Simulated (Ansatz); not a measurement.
# BN: the cost of one run

Method: DFT PBE+D3(BJ), scalar-relativistic, plane waves, PAW, in Ansatz 0.2.0.

5 further runs of the same task are left out: 1 that didn't finish, 4 set aside as unsound or not needed.

## Step 1: Starting point

The structure is hexagonal, space group P-6m2 (No. 187). The conventional cell has a = 2.509 Å, b = 2.509 Å, c = 26.000 Å, α = 90.00°, β = 90.00°, γ = 120.00°. B (site symmetry -6m2) has 3 N at 1.45 Å as nearest neighbours. N (site symmetry -6m2) is surrounded by 3 B at 1.45 Å.

Coordinates:

```cif
data_structure
_symmetry_space_group_name_H-M 'P 1'
_symmetry_Int_Tables_number 1
_cell_length_a 2.5088
_cell_length_b 2.5088
_cell_length_c 26.0000
_cell_angle_alpha 90.000
_cell_angle_beta 90.000
_cell_angle_gamma 60.000
_cell_volume 141.72
loop_
_atom_site_label
_atom_site_type_symbol
_atom_site_fract_x
_atom_site_fract_y
_atom_site_fract_z
_atom_site_occupancy
B1 B 0.49998 0.49998 0.50000 1
N1 N 0.83332 0.83332 0.50000 1
```

The sheet was relaxed beforehand at this level: -542.5813 eV a cell, gap on the mesh 4.87 eV, ionisation potential 6.00 eV, electron affinity 1.13 eV.

## Step 2: Strain along y, x held: +2 %

input.yaml

```yaml
crystal:
  lattice:
    - [2.50875422, 0.0014657218, 0.0]
    - [1.2531178371, 2.2168393549, 0.0]
    - [0.0, 0.0, 26.0]
  atoms:
    - { symbol: B, position: [0.4999824925, 0.4999824925, 0.5] }
    - { symbol: "N", position: [0.8333175175, 0.8333175175, 0.5] }
  periodic: [true, true, false]
basis:
  ecutwfc: 420
kpoints:
  mp_grid: { grid: [10, 10, 1] }
  band_path:
    path:
      - [0, 0, 0]
      - [0.5, 0, 0]
      - [0.6666666666667, 0.3333333333333, 0]
      - [0, 0, 0]
    npoints: 8
hamiltonian:
  xc: pbe
  dispersion: d3bj
scf:
  occupations: { method: gaussian, width: 0.02 }
output:
  forces: true
  stress: true
  eigenvalues: true
  write_density: true
  write_potential: true
  elf: true
  volumetric_format: npy
relax:
  adjacent_minimum: "off"
  f_tol: 0.01
  max_steps: 40
```

The run is started by

```console
> ansatz run input.yaml --threads 1 --pin off --max-ram 3072MiB --backend cpu --events-out ev --progress --plain --runs-dir out
```

Q: Estimate wall time and peak memory on 1 thread of an Arm CPU, shared host.

About 37 s, with a peak of 0.42 GiB.
